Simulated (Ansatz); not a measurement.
We consider rock-salt NaBr, described by LDA in Ansatz (plane waves, PAW).

Excerpt of the program's output:

```
WARN output.stress: scf.convergence.dr2_threshold = 1e-9 eV is looser than the 2e-10 eV advised for a printed stress (1e-10 eV for each atom of the cell: 2)
Crystal: 2 atoms, lattice volume = 49.295 Å³
Basis set: ecut = 520 eV, 1363 PW (Γ), exchange–correlation on 64×64×64 points (8 copies of the dense FFT grid, shifted against one another)
Bands: 12, of which v1, the nominal top of the filled ones, is band 8 counted from 1 (7 counted from 0)
Symmetry: 48 space group operations
Space group: Fm-3m (ITA 225), of the structure as read, at distance tolerance 3.7e-5 Å
k-points: 47 of 1000
Functional: x = slater, c = lda
SCF iter   1: F=—  HF=-4163.621275 eV  |F-HF|=—  |Δ(HF+E_count)|=         —  Δρ=6.21e-3  dr2=8.39e-3
SCF iter   2: F=—  HF=-4163.616315 eV  |F-HF|=—  |Δ(HF+E_count)|=   4.96e-3  Δρ=2.08e-3  dr2=2.46e-3
  ...
SCF iter   6: F=—  HF=-4163.615614 eV  |F-HF|=—  |Δ(HF+E_count)|=   1.68e-6  Δρ=3.45e-6  dr2=1.05e-8
SCF iter   7: F=-4163.615614 eV  HF=-4163.615614 eV  |F-HF|=2.58e-10  |Δ(HF+E_count)|=   3.82e-9  Δρ=6.06e-7  dr2=3.30e-10
SCF 1 converged in 7 iterations: F = -4163.615614 eV  dr2 = 3.30e-10
SCF converged after 7 iterations
Free energy (F): -4163.615614 eV
Internal energy: -4163.615614 eV  (E = F + TS)
E sigma→0 (E₀):  -4163.615614 eV
Fermi energy:    3.816929 eV
--- Forces (eV/Å), atoms counted from 1 ---
  atom   1  Na    -0.00000000     0.00000000     0.00000000
  atom   2  Br     0.00000000    -0.00000000    -0.00000000
--- Stress (GPa, compression-positive) ---
       -0.468304       0.000000      -0.000000
        0.000000      -0.468304       0.000000
        0.000000      -0.000000      -0.468304
  P = ⅓ Tr σ = -0.4683 GPa (-4.683 kbar)
```

Write an input file that could have produced this run (the log leaves some choices open).

Several could match; the one computed here: 
Ansatz 0.2 input:
```yaml
crystal:
  lattice:
    - [0.0, 2.9102153177, 2.9102153177]
    - [2.9102153177, 0.0, 2.9102153177]
    - [2.9102153177, 2.9102153177, 0.0]
  atoms:
    - { symbol: Na, position: [0.0, 0.0, 0.0] }
    - { symbol: Br, position: [0.5, 0.5, 0.5] }
basis:
  ecutwfc: 520
  ecutrho_ratio: 4
  xc_grid: 2
kpoints:
  mp_grid: { grid: [10, 10, 10] }
hamiltonian:
  xc: lda
  dispersion: none
  pseudopotentials: { kind: paw }
scf:
  occupations: { method: fermi_dirac, width: 0.01 }
  convergence: { dr2_threshold: 0.000000001 }
output:
  forces: true
  stress: true
  eigenvalues: true
```

The cell is one volume of an energy–volume scan, off the minimum.

The PAW data were made under PBE.

Ansatz is a program for electronic structure.
